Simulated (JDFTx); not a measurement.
# Ge (P6_3/mmc) in JDFTx: equation of state

How stiff is Ge in PBEsol, and what volume does it want? The cell is scaled to several volumes.

All numbers are computed with JDFTx 1.7.0 (patched build); they aren't measurements. Logs are shortened: lines on timing, memory, paths and dates and some standing lists are left out, and cuts for length are marked. The log counts tension as positive stress, the text compression.

**1. The structure**

It takes space group P6_3/mmc (No. 194, hexagonal). The conventional cell has a = 3.998 Å, b = 3.998 Å, c = 6.599 Å, α = 90.00°, β = 90.00°, γ = 120.00°. Around Ge (site symmetry 3m) lie 4 Ge at 2.45 to 2.47 Å.

This isn't the form of Ge at room conditions, which is diamond.

**2. Equation of state, PBEsol, 21.46 Å³/atom (volume scaled by 0.94)**

File Ge.in:

```
lattice \
    7.4001288786    -3.7000644394     0.0000000000 \
    0.0000000000     6.4086996003     0.0000000000 \
    0.0000000000     0.0000000000    12.2164349348
coords-type Lattice
ion Ge     0.3333333333     0.6666666667     0.9370987500 1
ion Ge     0.6666666667     0.3333333333     0.4370987500 1
ion Ge     0.3333333333     0.6666666667     0.5629012500 1
ion Ge     0.6666666667     0.3333333333     0.0629012500 1

ion-species pseudo/Ge.upf
elec-cutoff 39 312
elec-ex-corr gga-PBEsol
kpoint-folding 8 8 4
elec-smearing Fermi 0.0018374661
elec-n-bands 37
electronic-SCF nIterations 100 energyDiffThreshold 1e-09
electronic-minimize nIterations 30 energyDiffThreshold 1e-7
forces-output-coords Cartesian

dump-name run.$VAR
dump End Ecomponents EigStats BandEigs Kpoints Forces Stress
```

Potentials or basis: PseudoDojo-SR-PBEsol-0.4.1-standard with smoothed tails.

Started as:

```sh
$ jdftx -c 1 -i Ge.in -o Ge.out
```

Output:

```text
*************** JDFTx 1.7.0 (patched build) ***************

Input parsed successfully to the following command list (including defaults):
[... the input with its defaults ...]

---------- Setting up symmetries ----------

Found 24 point-group symmetries of the bravais lattice
Found 24 space-group symmetries with basis
Applied RMS atom displacement 4.27247e-10 bohrs to make symmetries exact.

---------- Initializing the Grid ----------
R =
[      7.40013     -3.70006            0  ]
[            0       6.4087            0  ]
[            0            0      12.2164  ]
unit cell volume = 579.367
G =
[   0.849064   0.490208         -0  ]
[          0   0.980415          0  ]
[          0         -0   0.514322  ]
Minimum fftbox size, Smin = [  60  60  100  ]
Chosen fftbox size, S = [  60  60  100  ]

---------- Initializing tighter grid for wavefunction operations ----------
R =
[      7.40013     -3.70006            0  ]
[            0       6.4087            0  ]
[            0            0      12.2164  ]
unit cell volume = 579.367
G =
[   0.849064   0.490208         -0  ]
[          0   0.980415          0  ]
[          0         -0   0.514322  ]
Minimum fftbox size, Smin = [  44  44  72  ]
Chosen fftbox size, S = [  48  48  72  ]

---------- Exchange Correlation functional ----------
Initalized PBEsol GGA exchange.
Initalized PBEsol GGA correlation.

---------- Setting up pseudopotentials ----------
Width of ionic core gaussian charges (only for fluid interactions / plotting) set to 0

Reading pseudopotential file 'pseudo/Ge.upf':
  'Ge' pseudopotential, 'PBESOL' functional
  Generated using ONCVPSP code by D. R. Hamann
  14 valence electrons, 3 orbitals, 6 projectors, 1001 radial grid points, with lMax = 2
    3D    l: 2   occupation: 10.0   eigenvalue: -1.077211
    4S    l: 0   occupation:  2.0   eigenvalue: -0.431575
    4P    l: 1   occupation:  2.0   eigenvalue: -0.143216
  Core radius for overlap checks: 1.83 bohrs.

Initialized 1 species with 4 total atoms.

Folded 1 k-points by 8x8x4 to 256 k-points.

---------- Setting up k-points, bands, fillings ----------
Reduced to 30 k-points under symmetry.
Computing the number of bands and number of electrons
Calculating initial fillings.
nElectrons:  56.000000   nBands: 37   nStates: 30

----- Setting up reduced wavefunction bases (one per k-point) -----
average nbasis = 6739.355 , ideal nbasis = 6739.763

---------- Setting up ewald sum ----------
Optimum gaussian width for ewald sums = 2.639680 bohr.
Real space sum over 1089 unit cells with max indices [  5  5  4  ]
Reciprocal space sum over 2873 terms with max indices [  6  6  8  ]

---------- Allocating electronic variables ----------
Initializing wave functions:  linear combination of atomic orbitals
Note: number of bands (37) exceeds available atomic orbitals (36)
Ge pseudo-atom occupations:   s ( 2 )  p ( 2 )  d ( 10 )
	FillingsUpdate:  mu: +0.391426135  nElectrons: 56.000000
LCAOMinimize: Iter:   0  F: -319.6831590257706921  |grad|_K:  2.473e-05  alpha:  1.000e+00
	FillingsUpdate:  mu: +0.391484800  nElectrons: 56.000000
LCAOMinimize: Iter:   1  F: -319.6831708473531535  |grad|_K:  2.240e-06  alpha:  9.416e-01  linmin: -2.671e-03  cgtest:  6.193e-02
	FillingsUpdate:  mu: +0.391483834  nElectrons: 56.000000
LCAOMinimize: Iter:   2  F: -319.6831709298531337  |grad|_K:  1.931e-07  alpha:  7.996e-01  linmin: -1.571e-04  cgtest: -1.852e-02
	FillingsUpdate:  mu: +0.391483235  nElectrons: 56.000000
LCAOMinimize: Iter:   3  F: -319.6831709305626532  |grad|_K:  2.620e-09  alpha:  9.330e-01  linmin:  8.459e-03  cgtest: -1.907e-01
LCAOMinimize: Converged (|Delta F|<1.000000e-06 for 2 iters).

-------- Electronic minimization -----------
Will mix electronic density at each iteration.
	FillingsUpdate:  mu: +0.391483235  nElectrons: 56.000000
	FillingsUpdate:  mu: +0.371927111  nElectrons: 56.000000
SCF: Cycle:  0   F: -319.778582067445257   dF: -9.541e-02   |Residual|: 7.340e-02   |deigs|: 6.687e-02
	FillingsUpdate:  mu: +0.375007181  nElectrons: 56.000000
SCF: Cycle:  1   F: -319.781066532751538   dF: -2.484e-03   |Residual|: 4.188e-02   |deigs|: 5.624e-03
	FillingsUpdate:  mu: +0.380624048  nElectrons: 56.000000
SCF: Cycle:  2   F: -319.781651417694832   dF: -5.849e-04   |Residual|: 7.213e-03   |deigs|: 5.765e-03
	FillingsUpdate:  mu: +0.380363292  nElectrons: 56.000000
SCF: Cycle:  3   F: -319.781661441960750   dF: -1.002e-05   |Residual|: 4.390e-03   |deigs|: 7.055e-04
	FillingsUpdate:  mu: +0.381018986  nElectrons: 56.000000
SCF: Cycle:  4   F: -319.781668559762409   dF: -7.118e-06   |Residual|: 9.600e-04   |deigs|: 7.376e-04
	FillingsUpdate:  mu: +0.381077693  nElectrons: 56.000000
SCF: Cycle:  5   F: -319.781669325071675   dF: -7.653e-07   |Residual|: 4.529e-04   |deigs|: 1.670e-04
	FillingsUpdate:  mu: +0.381121715  nElectrons: 56.000000
SCF: Cycle:  6   F: -319.781669502534214   dF: -1.775e-07   |Residual|: 1.169e-04   |deigs|: 1.128e-04
	FillingsUpdate:  mu: +0.381128910  nElectrons: 56.000000
SCF: Cycle:  7   F: -319.781669535888682   dF: -3.335e-08   |Residual|: 5.783e-05   |deigs|: 5.926e-05
	FillingsUpdate:  mu: +0.381130423  nElectrons: 56.000000
SCF: Cycle:  8   F: -319.781669546297451   dF: -1.041e-08   |Residual|: 1.767e-05   |deigs|: 4.884e-05
	FillingsUpdate:  mu: +0.381129047  nElectrons: 56.000000
SCF: Cycle:  9   F: -319.781669549741764   dF: -3.444e-09   |Residual|: 6.497e-06   |deigs|: 4.300e-05
	FillingsUpdate:  mu: +0.381129861  nElectrons: 56.000000
SCF: Cycle: 10   F: -319.781669551139998   dF: -1.398e-09   |Residual|: 2.253e-06   |deigs|: 3.380e-05
	FillingsUpdate:  mu: +0.381129782  nElectrons: 56.000000
SCF: Cycle: 11   F: -319.781669551641244   dF: -5.012e-10   |Residual|: 1.779e-06   |deigs|: 2.949e-05
	FillingsUpdate:  mu: +0.381129813  nElectrons: 56.000000
SCF: Cycle: 12   F: -319.781669551924949   dF: -2.837e-10   |Residual|: 5.673e-07   |deigs|: 9.051e-05
SCF: Converged (|Delta E|<1.000000e-09 for 2 iters).

Setting wave functions to eigenvectors of Hamiltonian

# Stress tensor in Cartesian coordinates [Eh/a0^3]:
[ -0.000164752            0            0  ]
[            0 -0.000164752            0  ]
[            0            0 -0.000153983  ]

# Ionic positions in lattice coordinates:
ion Ge   0.333333333333333   0.666666666666667   0.937098750000000 1
ion Ge   0.666666666666667   0.333333333333333   0.437098750000000 1
ion Ge   0.333333333333333   0.666666666666667   0.562901250000000 1
ion Ge   0.666666666666667   0.333333333333333   0.062901250000000 1

# Forces in Cartesian coordinates:
force Ge  -0.000000000000000  -0.000000000000000  -0.000474435010200 1
force Ge  -0.000000000000000   0.000000000000000  -0.000474435010200 1
force Ge   0.000000000000000   0.000000000000000   0.000474435010200 1
force Ge  -0.000000000000000   0.000000000000000   0.000474435010200 1

# Energy components:
   Eewald =     -200.7708003928160849
       EH =      108.7261541809142500
     Eloc =     -257.7505822421782113
      Enl =     -188.5660231596456242
      Exc =      -86.4444360819754962
 Exc_core =       37.0197957929306014
       KE =      268.0042665154433621
-------------------------------------
     Etot =     -319.7816253873272103
       TS =        0.0000441645977539
-------------------------------------
        F =     -319.7816695519249492

IonicMinimize: Iter:   0  F: -319.781669551924949  |grad|_K:  2.739e-04
IonicMinimize: None of the convergence criteria satisfied after 0 iterations.

#--- Lowdin population analysis ---
# oxidation-state Ge +0.021 +0.021 +0.021 +0.021

Dumping 'run.eigStats' ...
	eMin: -0.544702 at state 27 ( [ +0.250000 +0.375000 +0.000000 ] spin 0 )
	HOMO: +0.377583 at state 0 ( [ +0.000000 +0.000000 +0.000000 ] spin 0 )
	mu  : +0.381130
	LUMO: +0.381691 at state 0 ( [ +0.000000 +0.000000 +0.000000 ] spin 0 )
	eMax: +0.778989 at state 14 ( [ +0.000000 +0.500000 +0.500000 ] spin 0 )
	HOMO-LUMO gap: +0.004108
	Optical gap  : +0.004108 at state 0 ( [ +0.000000 +0.000000 +0.000000 ] spin 0 )
Done!
[note: the HOMO, LUMO and gaps printed at the end count levels as full or empty at half filling, so they show a gap where a level is partly filled]
```

It took 6.2 min on 1 thread of Arm Neoverse V1, shared host; peak memory 0.45 GiB.

Results:

| Item | Value |
| --- | --- |
| Free energy | -8701.7025 eV |
| Pressure | 4.7 GPa |
| Largest force | 0.024 eV/Å |
| Band gap on the k mesh | none (metal or under the smearing width) |

**3. Equation of state, PBEsol, 21.92 Å³/atom (volume scaled by 0.96)**

Changes to Ge.in since step 2:

```diff
@@ -1,5 +1,5 @@
 lattice \
-    7.4001288786    -3.7000644394     0.0000000000 \
-    0.0000000000     6.4086996003     0.0000000000 \
-    0.0000000000     0.0000000000    12.2164349348
+    7.4522441794    -3.7261220897     0.0000000000 \
+    0.0000000000     6.4538327746     0.0000000000 \
+    0.0000000000     0.0000000000    12.3024690012
 coords-type Lattice
```

Potentials or basis: PseudoDojo-SR-PBEsol-0.4.1-standard with smoothed tails.

Started as:

```sh
$ jdftx -c 1 -i Ge.in -o Ge.out
```

Wall time 6.2 min (1 thread of Arm Neoverse V1, shared host); peak memory 0.46 GiB.

Results (log left out):

```
Free energy            : -8701.7464 eV
Pressure               : 2.9 GPa
Largest force          : 0.015 eV/Å
Band gap on the k mesh : none (metal or under the smearing width)
```

**4. Equation of state, PBEsol, 22.38 Å³/atom (volume scaled by 0.98)**

Changes to Ge.in since step 3:

```diff
@@ -1,5 +1,5 @@
 lattice \
-    7.4522441794    -3.7261220897     0.0000000000 \
-    0.0000000000     6.4538327746     0.0000000000 \
-    0.0000000000     0.0000000000    12.3024690012
+    7.5036405909    -3.7518202955     0.0000000000 \
+    0.0000000000     6.4983433728     0.0000000000 \
+    0.0000000000     0.0000000000    12.3873162964
 coords-type Lattice
```

Started as:

```sh
$ jdftx -c 1 -i Ge.in -o Ge.out
```

It took 6.3 min on 1 thread of Arm Neoverse V1, shared host; peak memory 0.46 GiB.

It converged, with:

| Quantity | Value |
| --- | --- |
| Free energy | -8701.7710 eV |
| Pressure | 1.3 GPa |
| Largest force | 0.009 eV/Å |
| Band gap on the k mesh | none (metal or under the smearing width) |

**5. Equation of state, PBEsol, 22.83 Å³/atom**

Changes to Ge.in since step 4:

```diff
@@ -1,5 +1,5 @@
 lattice \
-    7.5036405909    -3.7518202955     0.0000000000 \
-    0.0000000000     6.4983433728     0.0000000000 \
-    0.0000000000     0.0000000000    12.3873162964
+    7.5543424031    -3.7771712017     0.0000000000 \
+    0.0000000000     6.5422524301     0.0000000000 \
+    0.0000000000     0.0000000000    12.4710169184
 coords-type Lattice
```

Potentials or basis: PseudoDojo-SR-PBEsol-0.4.1-standard with smoothed tails.

Started as:

```sh
$ jdftx -c 1 -i Ge.in -o Ge.out
```

Output:

```text
*************** JDFTx 1.7.0 (patched build) ***************

Input parsed successfully to the following command list (including defaults):
[... the input with its defaults ...]

---------- Setting up symmetries ----------

Found 24 point-group symmetries of the bravais lattice
Found 24 space-group symmetries with basis
Applied RMS atom displacement 4.3615e-10 bohrs to make symmetries exact.

---------- Initializing the Grid ----------
R =
[      7.55434     -3.77717            0  ]
[            0      6.54225            0  ]
[            0            0       12.471  ]
unit cell volume = 616.348
G =
[   0.831732     0.4802         -0  ]
[          0   0.960401          0  ]
[          0         -0   0.503823  ]
Minimum fftbox size, Smin = [  64  64  100  ]
Chosen fftbox size, S = [  64  64  100  ]

---------- Initializing tighter grid for wavefunction operations ----------
R =
[      7.55434     -3.77717            0  ]
[            0      6.54225            0  ]
[            0            0       12.471  ]
unit cell volume = 616.348
[... 94 lines left out ...]
[            0            0  8.30328e-06  ]

# Ionic positions in lattice coordinates:
ion Ge   0.333333333333333   0.666666666666667   0.937098750000000 1
ion Ge   0.666666666666667   0.333333333333333   0.437098750000000 1
ion Ge   0.333333333333333   0.666666666666667   0.562901250000000 1
ion Ge   0.666666666666667   0.333333333333333   0.062901250000000 1

# Forces in Cartesian coordinates:
force Ge   0.000000000000000  -0.000000000000000  -0.000118397299285 1
force Ge   0.000000000000000   0.000000000000000  -0.000118397299285 1
force Ge  -0.000000000000000   0.000000000000000   0.000118397299285 1
force Ge  -0.000000000000000  -0.000000000000000   0.000118397299285 1

# Energy components:
   Eewald =     -196.6722871014277416
       EH =      111.1983389853883466
     Eloc =     -264.2405526781583944
      Enl =     -188.6643679491457135
      Exc =      -86.3754318145707884
 Exc_core =       37.0197949625780325
       KE =      267.9500860263152617
-------------------------------------
     Etot =     -319.7844195690209972
       TS =        0.0000480757020341
-------------------------------------
        F =     -319.7844676447230086

IonicMinimize: Iter:   0  F: -319.784467644723009  |grad|_K:  6.836e-05
IonicMinimize: Converged (|grad|_K<1.000000e-04).

#--- Lowdin population analysis ---
# oxidation-state Ge +0.021 +0.021 +0.021 +0.021

Dumping 'run.eigStats' ...
	eMin: -0.573558 at state 27 ( [ +0.250000 +0.375000 +0.000000 ] spin 0 )
	HOMO: +0.341586 at state 0 ( [ +0.000000 +0.000000 +0.000000 ] spin 0 )
	mu  : +0.343110
	LUMO: +0.345655 at state 1 ( [ +0.000000 +0.000000 +0.250000 ] spin 0 )
	eMax: +0.727096 at state 14 ( [ +0.000000 +0.500000 +0.500000 ] spin 0 )
	HOMO-LUMO gap: +0.004069
	Optical gap  : +0.006257 at state 0 ( [ +0.000000 +0.000000 +0.000000 ] spin 0 )
Done!
```

It took 6.6 min on 1 thread of Arm Neoverse V1, shared host; peak memory 0.47 GiB.

What came out:

* Free energy: -8701.7787 eV
* Pressure: 0.0 GPa
* Largest force: 0.006 eV/Å
* Band gap on the k mesh: 0.11 eV, indirect (least direct gap 0.17 eV)

**6. Equation of state, PBEsol, 23.29 Å³/atom (volume scaled by 1.02)**

Changes to Ge.in since step 5:

```diff
@@ -1,5 +1,5 @@
 lattice \
-    7.5543424031    -3.7771712017     0.0000000000 \
-    0.0000000000     6.5422524301     0.0000000000 \
-    0.0000000000     0.0000000000    12.4710169184
+    7.6043726188    -3.8021863095     0.0000000000 \
+    0.0000000000     6.5855798678     0.0000000000 \
+    0.0000000000     0.0000000000    12.5536088413
 coords-type Lattice
```

Potentials or basis: PseudoDojo-SR-PBEsol-0.4.1-standard with smoothed tails.

Started as:

```sh
$ jdftx -c 1 -i Ge.in -o Ge.out
```

Wall time 6.7 min (1 thread of Arm Neoverse V1, shared host); peak memory 0.47 GiB.

The run converged. Its results:

| Quantity | Value |
| --- | --- |
| Free energy | -8701.7714 eV |
| Pressure | -1.3 GPa |
| Band gap on the k mesh | 0.16 eV, indirect (least direct gap 0.24 eV) |

**7. Equation of state, PBEsol, 23.75 Å³/atom (volume scaled by 1.04)**

Changes to Ge.in since step 6:

```diff
@@ -1,5 +1,5 @@
 lattice \
-    7.6043726188    -3.8021863095     0.0000000000 \
-    0.0000000000     6.5855798678     0.0000000000 \
-    0.0000000000     0.0000000000    12.5536088413
+    7.6537530454    -3.8268765228     0.0000000000 \
+    0.0000000000     6.6283445718     0.0000000000 \
+    0.0000000000     0.0000000000    12.6351280661
 coords-type Lattice
```

Started as:

```sh
$ jdftx -c 1 -i Ge.in -o Ge.out
```

Wall time 6.7 min (1 thread of Arm Neoverse V1, shared host); peak memory 0.49 GiB.

Results (log left out):

```
Free energy            : -8701.7504 eV
Pressure               : -2.4 GPa
Largest force          : 0.010 eV/Å
Band gap on the k mesh : 0.11 eV, indirect (least direct gap 0.19 eV)
```

**8. Equation of state, PBEsol, 24.20 Å³/atom (volume scaled by 1.06)**

Changes to Ge.in since step 7:

```diff
@@ -1,5 +1,5 @@
 lattice \
-    7.6537530454    -3.8268765228     0.0000000000 \
-    0.0000000000     6.6283445718     0.0000000000 \
-    0.0000000000     0.0000000000    12.6351280661
+    7.7025043793    -3.8512521896     0.0000000000 \
+    0.0000000000     6.6705644653     0.0000000000 \
+    0.0000000000     0.0000000000    12.7156087586
 coords-type Lattice
```

Started as:

```sh
$ jdftx -c 1 -i Ge.in -o Ge.out
```

It took 7.1 min on 1 thread of Arm Neoverse V1, shared host; peak memory 0.49 GiB.

It converged, with:

| Quantity | Value |
| --- | --- |
| Free energy | -8701.7171 eV |
| Pressure | -3.4 GPa |
| Largest force | 0.019 eV/Å |
| Band gap on the k mesh | none (metal or under the smearing width) |

**9. Equation of state, PBEsol**

Potentials or basis: PseudoDojo-SR-PBEsol-0.4.1-standard with smoothed tails.

This step only gathers the single runs of the series.

Results:

| Quantity | Value |
| --- | --- |
| Equilibrium volume | 22.83 Å³/atom |
| Bulk modulus at fixed shape and positions | 67 GPa |
| Pressure derivative of the bulk modulus | 4.7 (rough: it moves with the points fitted) |

Energy against volume, from the lowest point:
| volume (Å³/atom) | energy (meV/atom) |
| --- | --- |
| 21.463 | 19.03 |
| 21.920 | 8.05 |
| 22.377 | 1.91 |
| 22.833 | 0.00 |
| 23.290 | 1.83 |
| 23.747 | 7.07 |
| 24.203 | 15.38 |

Caveat: the cell was scaled at fixed shape and fractional positions, which overstates the stiffness of a crystal with free parameters, most of all of layers and chains.
